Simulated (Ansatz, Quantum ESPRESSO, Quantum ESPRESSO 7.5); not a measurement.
## Band offsets of the GaAs/MgS(110) superlattice, 5 + 5 layers, a = 5.61 Å

How do the band edges meet in the GaAs/MgS(110) superlattice, 5 + 5 layers, a = 5.61 Å?

Program: Quantum ESPRESSO 7.5. Level of theory: plane-wave DFT, LDA, GBRV ultrasoft pseudopotentials (cross-check by Ansatz 0.2.0 with PAW datasets). Results are calculated unless marked as measured.

Most raw output is cut from this account.

**1. Starting point**

The cell holds 20 atoms: 5 Ga, 5 As, 5 Mg and 5 S. Cell: a = 5.610 Å, b = 3.967 Å, c = 19.834 Å, α = 90.0°, β = 90.0°, γ = 90.0°. Regions: GaAs, 10 atoms (5 Ga and 5 As); MgS, 10 atoms (5 Mg and 5 S). The structure's axis is c.

**2. The superlattice in Ansatz, atoms held**

The atoms stay on the ideal cubic sites, so that each half of the superlattice is the very crystal whose bulk edges are computed below.

The input, input.yaml:

```yaml
crystal:
  lattice:
    - [5.61, 0.0, 0.0]
    - [0.0, 3.9668690425, 0.0]
    - [0.0, 0.0, 19.8343452123]
  atoms:
    - { symbol: Ga, position: [0.0, 0.0, 0.0] }
    - { symbol: As, position: [0.25, 0.5, 0.0] }
    - { symbol: Ga, position: [0.5, 0.5, 0.1] }
    - { symbol: As, position: [0.75, 0.0, 0.1] }
    - { symbol: Ga, position: [0.0, 0.0, 0.2] }
    - { symbol: As, position: [0.25, 0.5, 0.2] }
    - { symbol: Ga, position: [0.5, 0.5, 0.3] }
    - { symbol: As, position: [0.75, 0.0, 0.3] }
    - { symbol: Ga, position: [0.0, 0.0, 0.4] }
    - { symbol: As, position: [0.25, 0.5, 0.4] }
    - { symbol: Mg, position: [0.5, 0.5, 0.5] }
    - { symbol: S, position: [0.75, 0.0, 0.5] }
    - { symbol: Mg, position: [0.0, 0.0, 0.6] }
    - { symbol: S, position: [0.25, 0.5, 0.6] }
    - { symbol: Mg, position: [0.5, 0.5, 0.7] }
    - { symbol: S, position: [0.75, 0.0, 0.7] }
    - { symbol: Mg, position: [0.0, 0.0, 0.8] }
    - { symbol: S, position: [0.25, 0.5, 0.8] }
    - { symbol: Mg, position: [0.5, 0.5, 0.9] }
    - { symbol: S, position: [0.75, 0.0, 0.9] }
kpoints:
  mp_grid: { grid: [6, 8, 1] }
hamiltonian:
  xc: lda
scf:
  occupations: { method: fermi_dirac, width: 0.02 }
  convergence: { dr2_threshold: 1.0e-08 }
output:
  eigenvalues: true
  write_potential: true
  write_density: true
  volumetric_format: npy
checkpoint:
  write: relax.run
  compress: false
  write_wavefunctions: false
```

On the command line:

```bash
$ ansatz run input.yaml --threads 4 --pin off --max-ram 8192MiB --backend cpu --events-out ev --progress --plain --runs-dir out
```

Run time: 32 s. Hardware: 4 threads of Intel Xeon 6975P-C (Granite Rapids), shared host; peak memory 1.9 GiB.

Numbers from this step:

```
free energy         : -56275.5582 eV
Fermi energy        : 7.008 eV
gap by band count   : 0.8245 eV
symmetry operations : 4
```

**3. Self-consistent run of bulk GaAs**

Each bulk is run alone at the common lattice constant, to place its band edges against its own mean potential.

Level of this step: plane-wave DFT, LDA, GBRV ultrasoft pseudopotentials (Quantum ESPRESSO 7.5).

System of this step: GaAs, zinc blende at a = 5.61 Å. It takes space group F-43m (No. 216, cubic). The conventional cell has a = 5.610 Å, b = 5.610 Å, c = 5.610 Å, α = 90.00°, β = 90.00°, γ = 90.00°. Nearest to Ga lie 4 As at 2.43 Å. Nearest to As lie 4 Ga at 2.43 Å. Farther neighbours are not listed.

The input, a.in:

```
&control
  prefix = 'a'
  outdir = './out'
  pseudo_dir = './pseudo'
  calculation = 'scf'
  tprnfor = .true.
/
&system
  ibrav = 0
  nat = 4
  ntyp = 2
  ecutwfc = 40
  ecutrho = 200
  occupations = 'smearing'
  smearing = 'fd'
  degauss = 0.002
/
&electrons
  conv_thr = 1e-07
  mixing_beta = 0.5
  electron_maxstep = 120
/
ATOMIC_SPECIES
  Ga  69.7230  ga_lda_v1.4.uspp.F.UPF
  As  74.9216  as_lda_v1.uspp.F.UPF
CELL_PARAMETERS angstrom
  5.61000000000000 0.00000000000000 0.00000000000000
  0.00000000000000 3.96686904245653 0.00000000000000
  0.00000000000000 0.00000000000000 3.96686904245653
ATOMIC_POSITIONS crystal
  Ga  0.000000000000 0.000000000000 0.000000000000
  As  0.250000000000 0.500000000000 0.000000000000
  Ga  0.500000000000 0.500000000000 0.500000000000
  As  0.750000000000 0.000000000000 0.500000000000
K_POINTS automatic
  6 8 8 0 0 0
```

On the command line:

```bash
$ OMP_NUM_THREADS=1 mpirun -n 4 pw.x -nk 4 -in a.in > a.out
```

Elapsed: 19 s, on 4 MPI ranks; peak memory 0.42 GiB.

Numbers from this step:

- free energy: -12376.4053 eV
- Fermi energy: 7.521 eV

The run needed 9 iterations to bring the estimated error under 1e-07 Ry.

**4. Bands along a path of bulk GaAs**

A bands run reads the converged density and follows the path given under K_POINTS.

a.bands.in is the input of step 3 with these lines changed:

```diff
@@ -1,7 +1,6 @@
 &control
-  prefix = 'a'
+  prefix = 'a.bands'
   outdir = './out'
   pseudo_dir = './pseudo'
-  calculation = 'scf'
-  tprnfor = .true.
+  calculation = 'bands'
 /
@@ -16,2 +15,3 @@
   degauss = 0.002
+  nbnd = 32
 /
@@ -34,3 +34,9 @@
   As  0.750000000000 0.000000000000 0.500000000000
-K_POINTS automatic
-  6 8 8 0 0 0
+K_POINTS crystal_b
+6
+  0.0000000000 0.0000000000 0.0000000000 20
+  1.0000000000 0.0000000000 0.0000000000 1
+  0.0000000000 0.0000000000 0.0000000000 20
+  0.5000000000 0.0000000000 0.5000000000 1
+  0.0000000000 0.0000000000 0.0000000000 20
+  0.0000000000 0.5000000000 0.5000000000 1
```

On the command line:

```bash
$ cp -r out/a.save out/a.bands.save
$ cp out/a.xml out/a.bands.xml
$ OMP_NUM_THREADS=1 mpirun -n 4 pw.x -nk 4 -in a.bands.in > a.bands.out
```

Elapsed: 21 s, on 4 MPI ranks; peak memory 0.34 GiB.

Read from the output:

- valence top, on the run's zero: 7.273 eV
- conduction bottom, on the run's zero: 7.736 eV
- gap by band count: 0.4631 eV

Band numbers count within the set of bands kept for display; the cell holds two formula units, so the X point along 001 folds onto the zone centre. The electronic bands at the labelled points (eV, zero at the Fermi level, which the smearing puts inside the gap; v1 is the highest filled band, c1 the lowest empty one):

```
  point     v4     v3     v2     v1    c1    c2    c3    c4
      L  -1.43  -1.43  -1.43  -1.43  0.66  0.66  4.35  4.35
halfway  -3.61  -2.36  -0.95  -0.95  1.13  1.84  4.33  4.33
      Γ  -3.02  -0.25  -0.25  -0.25  0.21  1.05  1.28  3.44
halfway  -3.92  -3.73  -2.00  -2.00  1.61  2.96  4.40  4.40
      X  -3.02  -3.02  -3.02  -3.02  1.05  1.05  1.28  1.28
```

**5. Potential by pp.x of bulk GaAs**

plot_num = 11 writes the bare and Hartree potential, whose mean serves as the common reference.

The input, a.pot.in:

```
&inputpp
  prefix = 'a'
  outdir = './out'
  filplot = 'a.pot.dat'
  plot_num = 11
/
```

On the command line:

```bash
$ OMP_NUM_THREADS=1 mpirun -n 4 pp.x -in a.pot.in > a.pot.out
```

Wall time 1.4 s (4 MPI ranks); peak memory 0.09 GiB.

Electrostatic potential energy of an electron; zero at the Fermi level, which the smearing puts inside the gap. The potential energy, planar mean by z:

```csv
z (Å),"potential energy, planar mean (eV)"
0.00,8.99
0.11,8.32
0.22,6.43
0.44,0.908
0.55,-1.08
0.66,-1.62
0.77,-0.974
0.88,-0.280
1.10,-0.280
1.21,-0.974
1.32,-1.62
1.43,-1.08
1.54,0.908
1.76,6.43
1.87,8.32
1.98,8.99
2.09,8.32
2.31,3.71
2.42,0.908
2.53,-1.08
2.64,-1.62
2.75,-0.974
2.98,-0.0820
3.09,-0.280
3.20,-0.974
3.31,-1.62
3.42,-1.08
3.64,3.71
3.75,6.43
3.86,8.32
```

**6. Planar and running averages of bulk GaAs**

average.x takes the planar mean and smooths it over a window of one repeat.

The input, a.avg.in:

```
1
a.pot.dat
1.0
40
3
7.4962960625
```

On the command line:

```bash
$ OMP_NUM_THREADS=1 average.x < a.avg.in > a.avg.out
```

Run time: 0.74 s. Hardware: 1 MPI rank; peak memory 0.1 GiB.

Read from the output:

* average.x's running mean over the crystal, on the run's own zero: 9.730 eV
* mean potential by an exact Fourier window over the crystal, on the run's own zero: 9.730 eV

Electrostatic potential energy of an electron; zero at the Fermi level, which the smearing puts inside the gap; window 3.9669 Å. The potential energy, running mean by z:

z (Å), potential energy, running mean (eV) and a bar from the least value:
```
     0.00       2.04 
     0.10       2.05 ##
     0.30       2.15 #############
     0.40       2.22 ####################
     0.50       2.27 ##########################
     0.69       2.30 ##############################
     0.79       2.29 ############################
     0.89       2.27 ##########################
     1.09       2.27 ##########################
     1.19       2.29 ############################
     1.29       2.30 ##############################
     1.49       2.27 ##########################
     1.59       2.22 ####################
     1.69       2.15 #############
     1.88       2.05 ##
     1.98       2.04 
     2.18       2.09 ######
     2.28       2.15 #############
     2.38       2.22 ####################
     2.58       2.30 ##############################
     2.68       2.30 ##############################
     2.78       2.29 ############################
     2.98       2.27 ##########################
     3.07       2.27 ##########################
     3.17       2.29 ############################
     3.37       2.30 ##############################
     3.47       2.27 ##########################
     3.57       2.22 ####################
     3.77       2.09 ######
     3.87       2.05 ##
```

In a crystal the running mean should be flat; that of average.x keeps a ripple of 0.27 eV. The line-up therefore uses an exact Fourier window on the same potential.

**7. Self-consistent run of bulk MgS**

System of this step: MgS, zinc blende at a = 5.61 Å. It takes space group F-43m (No. 216, cubic). The conventional cell has a = 5.610 Å, b = 5.610 Å, c = 5.610 Å, α = 90.00°, β = 90.00°, γ = 90.00°. Nearest to Mg lie 4 S at 2.43 Å. S has 4 Mg at 2.43 Å nearest. Farther neighbours and most contacts between anions are not listed.

The input, b.in:

```
&control
  prefix = 'b'
  outdir = './out'
  pseudo_dir = './pseudo'
  calculation = 'scf'
  tprnfor = .true.
/
&system
  ibrav = 0
  nat = 4
  ntyp = 2
  ecutwfc = 40
  ecutrho = 200
  occupations = 'smearing'
  smearing = 'fd'
  degauss = 0.002
/
&electrons
  conv_thr = 1e-07
  mixing_beta = 0.5
  electron_maxstep = 120
/
ATOMIC_SPECIES
  Mg  24.3050  mg_lda_v1.4.uspp.F.UPF
  S   32.0600  s_lda_v1.4.uspp.F.UPF
CELL_PARAMETERS angstrom
  5.61000000000000 0.00000000000000 0.00000000000000
  0.00000000000000 3.96686904245653 0.00000000000000
  0.00000000000000 0.00000000000000 3.96686904245653
ATOMIC_POSITIONS crystal
  Mg  0.000000000000 0.000000000000 0.000000000000
  S   0.250000000000 0.500000000000 0.000000000000
  Mg  0.500000000000 0.500000000000 0.500000000000
  S   0.750000000000 0.000000000000 0.500000000000
K_POINTS automatic
  6 8 8 0 0 0
```

On the command line:

```bash
$ OMP_NUM_THREADS=1 mpirun -n 4 pw.x -nk 4 -in b.in > b.out
```

The job ended after 13 s (4 MPI ranks; peak memory 0.41 GiB; 52 s of CPU time).

Read from the output:

* free energy: -4064.3751 eV
* Fermi energy: 4.830 eV

**8. Band structure of bulk MgS**

b.bands.in is the input of step 7 with these lines changed:

```diff
@@ -1,7 +1,6 @@
 &control
-  prefix = 'b'
+  prefix = 'b.bands'
   outdir = './out'
   pseudo_dir = './pseudo'
-  calculation = 'scf'
-  tprnfor = .true.
+  calculation = 'bands'
 /
@@ -16,2 +15,3 @@
   degauss = 0.002
+  nbnd = 24
 /
@@ -34,3 +34,9 @@
   S   0.750000000000 0.000000000000 0.500000000000
-K_POINTS automatic
-  6 8 8 0 0 0
+K_POINTS crystal_b
+6
+  0.0000000000 0.0000000000 0.0000000000 20
+  1.0000000000 0.0000000000 0.0000000000 1
+  0.0000000000 0.0000000000 0.0000000000 20
+  0.5000000000 0.0000000000 0.5000000000 1
+  0.0000000000 0.0000000000 0.0000000000 20
+  0.0000000000 0.5000000000 0.5000000000 1
```

On the command line:

```bash
$ cp -r out/b.save out/b.bands.save
$ cp out/b.xml out/b.bands.xml
$ OMP_NUM_THREADS=1 mpirun -n 4 pw.x -nk 4 -in b.bands.in > b.bands.out
```

It took 15 s on 4 MPI ranks; peak memory 0.34 GiB; 56 s of CPU time.

Read from the output:

| Quantity | Value |
| --- | --- |
| valence top, on the run's zero | 3.026 eV |
| conduction bottom, on the run's zero | 6.346 eV |
| gap by band count | 3.320 eV |

Band numbers count within the set of bands kept for display; the cell holds two formula units, so the X point along 001 folds onto the zone centre. Electronic bands along the path, in eV, zero at the Fermi level, which the smearing puts inside the gap; v1 is the highest filled band, c1 the lowest empty one:

```csv
point,v4,v3,v2,v1,c1,c2,c3,c4
L,-2.15,-2.15,-2.15,-2.15,3.16,3.16,5.68,5.68
halfway,-3.20,-2.55,-1.99,-1.99,3.05,3.21,5.07,5.89
Γ,-2.89,-1.80,-1.80,-1.80,1.52,1.83,3.65,6.01
halfway,-3.65,-3.22,-2.40,-2.40,3.21,3.55,4.56,6.09
X,-2.89,-2.89,-2.89,-2.89,1.83,1.83,3.65,3.65
```

**9. Potential by pp.x of bulk MgS**

The input, b.pot.in:

```
&inputpp
  prefix = 'b'
  outdir = './out'
  filplot = 'b.pot.dat'
  plot_num = 11
/
```

On the command line:

```bash
$ OMP_NUM_THREADS=1 mpirun -n 4 pp.x -in b.pot.in > b.pot.out
```

It took 1.4 s on 4 MPI ranks; peak memory 0.1 GiB; 4.6 s of CPU time.

**10. Planar and running averages of bulk MgS**

The input, b.avg.in:

```
1
b.pot.dat
1.0
40
3
7.4962960625
```

On the command line:

```bash
$ OMP_NUM_THREADS=1 average.x < b.avg.in > b.avg.out
```

Elapsed: 0.73 s, on 1 MPI rank; peak memory 0.1 GiB.

Read from the output:

- average.x's running mean over the crystal, on the run's own zero: 1.549 eV
- mean potential by an exact Fourier window over the crystal, on the run's own zero: 1.549 eV

In a crystal the running mean should be flat; that of average.x keeps a ripple of 0.24 eV. The line-up therefore uses an exact Fourier window on the same potential.

**11. Self-consistent run of the superlattice**

The superlattice gives the step of the mean potential between the two crystals; (110) layers are neutral, so no field builds up.

System of this step: GaAs/MgS(110) superlattice, 5 + 5 layers, a = 5.61 Å. The cell holds 20 atoms: 5 Ga, 5 As, 5 Mg and 5 S. Its edges and angles: a = 5.610 Å, b = 3.967 Å, c = 19.834 Å, α = 90.0°, β = 90.0°, γ = 90.0°. Regions: GaAs, 10 atoms (5 Ga and 5 As); MgS, 10 atoms (5 Mg and 5 S). The structure's axis is c.

The input, ab.in:

```
&control
  prefix = 'ab'
  outdir = './out'
  pseudo_dir = './pseudo'
  calculation = 'scf'
  tprnfor = .true.
/
&system
  ibrav = 0
  nat = 20
  ntyp = 4
  ecutwfc = 40
  ecutrho = 200
  occupations = 'smearing'
  smearing = 'fd'
  degauss = 0.002
/
&electrons
  conv_thr = 1e-07
  mixing_beta = 0.5
  electron_maxstep = 120
/
ATOMIC_SPECIES
  Ga  69.7230  ga_lda_v1.4.uspp.F.UPF
  As  74.9216  as_lda_v1.uspp.F.UPF
  Mg  24.3050  mg_lda_v1.4.uspp.F.UPF
  S   32.0600  s_lda_v1.4.uspp.F.UPF
CELL_PARAMETERS angstrom
  5.61000000000000 0.00000000000000 0.00000000000000
  0.00000000000000 3.96686904250000 0.00000000000000
  0.00000000000000 0.00000000000000 19.83434521230000
ATOMIC_POSITIONS crystal
  Ga  0.000000000000 0.000000000000 0.000000000000
  As  0.250000000000 0.500000000000 0.000000000000
  Ga  0.500000000000 0.500000000000 0.100000000000
  As  0.750000000000 0.000000000000 0.100000000000
  Ga  0.000000000000 0.000000000000 0.200000000000
  As  0.250000000000 0.500000000000 0.200000000000
  Ga  0.500000000000 0.500000000000 0.300000000000
  As  0.750000000000 0.000000000000 0.300000000000
  Ga  0.000000000000 0.000000000000 0.400000000000
  As  0.250000000000 0.500000000000 0.400000000000
  Mg  0.500000000000 0.500000000000 0.500000000000
  S   0.750000000000 0.000000000000 0.500000000000
  Mg  0.000000000000 0.000000000000 0.600000000000
  S   0.250000000000 0.500000000000 0.600000000000
  Mg  0.500000000000 0.500000000000 0.700000000000
  S   0.750000000000 0.000000000000 0.700000000000
  Mg  0.000000000000 0.000000000000 0.800000000000
  S   0.250000000000 0.500000000000 0.800000000000
  Mg  0.500000000000 0.500000000000 0.900000000000
  S   0.750000000000 0.000000000000 0.900000000000
K_POINTS automatic
  6 8 1 0 0 0
```

On the command line:

```bash
$ OMP_NUM_THREADS=1 mpirun -n 4 pw.x -nk 2 -in ab.in > ab.out
```

Run time: 12 min. Hardware: 4 MPI ranks; peak memory 1.5 GiB.

Numbers from this step:

| Property | Result |
| --- | --- |
| free energy | -41101.0088 eV |
| Fermi energy | 6.489 eV |

The program's own clock; routines nest. Time by routine:

```csv
routine,wall time (s),calls
PWSCF,720.1,1
electrons,706.4,1
c_bands,631.2,20
cegterg,587.1,210
h_psi,313.5,1526
vloc_psi,190,1526
fftw,186.5,204904
calbec,81.6,1766
h_psi:calbec,63.45,1526
sum_band,62.12,20
add_vuspsi,56.66,1526
s_psi,56.08,1526
cdiaghg,26.5,1516
newd,13.02,21
```

The run needed 20 iterations to bring the estimated error under 1e-07 Ry; the largest force on any atom, held or free, is 0.70 eV/Å.

**12. Potential by pp.x of the superlattice**

The input, ab.pot.in:

```
&inputpp
  prefix = 'ab'
  outdir = './out'
  filplot = 'ab.pot.dat'
  plot_num = 11
/
```

On the command line:

```bash
$ OMP_NUM_THREADS=1 mpirun -n 4 pp.x -in ab.pot.in > ab.pot.out
```

It took 2.6 s on 4 MPI ranks; peak memory 0.48 GiB; 9.6 s of CPU time.

Electrostatic potential energy in the ca plane at fractional y = 0.000, with atoms of Ga and As and S and Mg within 0.2 Å of it. With pseudopotentials it is smooth inside the atoms' cores, unlike the true potential.

Ten even steps from '0' (-63 eV) to '9' (5 eV), each cell a mean:
```
88885102688888841027888888511588888874015888
77787546887777875468865688766788656887567876
99878888879998888888620168888886102788888850
99978999879998799998500048999984000589999830
99889999979998899999720168999996102799999851
77789999987777999999875689999998657899999986
88999999998889999999998999999999989999999999
99999999999999999999999999999999999999999999
99999999999999999999999999999999999999999999
99999999999999999999999999999999999999999999
99999999999999999999999999999999999999999999
99999889999999998899999999988999999999889999
99998767899999986678999998877889999988778999
99986313799999852247999998633689999985236899
99984001589999730016899997400479999872004899
```
Columns run along c (16.0 Å, from fractional 0.10 to 0.90 of the cell; values clipped at the 3rd and 97th percentile), rows up along a (5.6 Å). Atoms in or near the plane, at fractional coordinates: As at (0.10, 0.75), Ga at (0.20, 0.00), As at (0.30, 0.75), Ga at (0.40, 0.00), S at (0.50, 0.75), Mg at (0.60, 0.00), S at (0.70, 0.75), Mg at (0.80, 0.00), S at (0.90, 0.75).

**13. Planar and running averages of the superlattice**

The input, ab.avg.in:

```
1
ab.pot.dat
1.0
200
3
7.4962960625
```

On the command line:

```bash
$ OMP_NUM_THREADS=1 average.x < ab.avg.in > ab.avg.out
```

The job ended after 1.1 s (1 MPI rank; peak memory 0.12 GiB).

This step gave:

* average.x's running mean in the GaAs layers, on the run's own zero: 8.658 eV
* slope of the running mean in the GaAs layers: -8.64e-4 eV/Å
* mean potential by an exact Fourier window in the GaAs layers, on the run's own zero: 8.659 eV
* average.x's running mean in the MgS layers, on the run's own zero: 2.598 eV
* slope of the running mean in the MgS layers: 2.60e-4 eV/Å
* mean potential by an exact Fourier window in the MgS layers, on the run's own zero: 2.598 eV

Electrostatic potential energy of an electron; zero at the Fermi level; window 3.9669 Å. Table of potential energy, running mean by z:

z (Å), potential energy, running mean (eV) and a bar from the least value:
```
      0.0       0.71 ######################
      0.5       2.29 ##############################
      1.0       2.25 ##############################
      1.5       2.24 ##############################
      2.0       2.01 #############################
      2.5       2.25 ##############################
      3.0       2.23 ##############################
      3.5       2.21 ##############################
      4.0       1.99 #############################
      4.5       2.24 ##############################
      5.0       2.23 ##############################
      5.5       2.21 ##############################
      6.0       2.01 #############################
      6.5       2.26 ##############################
      7.0       2.25 ##############################
      7.5       2.20 ##############################
      8.0       0.41 #####################
      8.5      -0.83 ###############
      9.0      -0.85 ###############
      9.5      -0.93 ###############
     10.0      -2.79 ######
     10.5      -3.96 
     11.0      -3.98 
     11.5      -3.86 #
     12.0      -3.77 #
     12.5      -3.95 
     13.0      -3.99 
     13.5      -3.85 #
     14.0      -3.76 #
     14.5      -3.94 
     15.0      -3.99 
     15.5      -3.86 #
     16.0      -3.77 #
     16.5      -3.94 
     17.0      -3.99 
     17.5      -3.70 #
     18.0      -1.75 ###########
     18.5      -0.78 ###############
     19.0      -0.86 ###############
     19.5      -0.54 #################
```

(Part 1 of 2 ends here.)

[Logs are printed without paths, hosts, clocks, repeated set-up lines and the standing remarks that a program may print on its own settings, such as how far it seeks lower states.]

[Hosts, paths, dates, database ids (printed as entryN), source tags and the programs' standing remarks are cut or masked in the printed files.]

[Maps of the electrostatic potential energy from Ansatz leave out the sawtooth potential of an applied field or a dipole correction, so their vacuum need not be flat; planar profiles and work functions include it.]
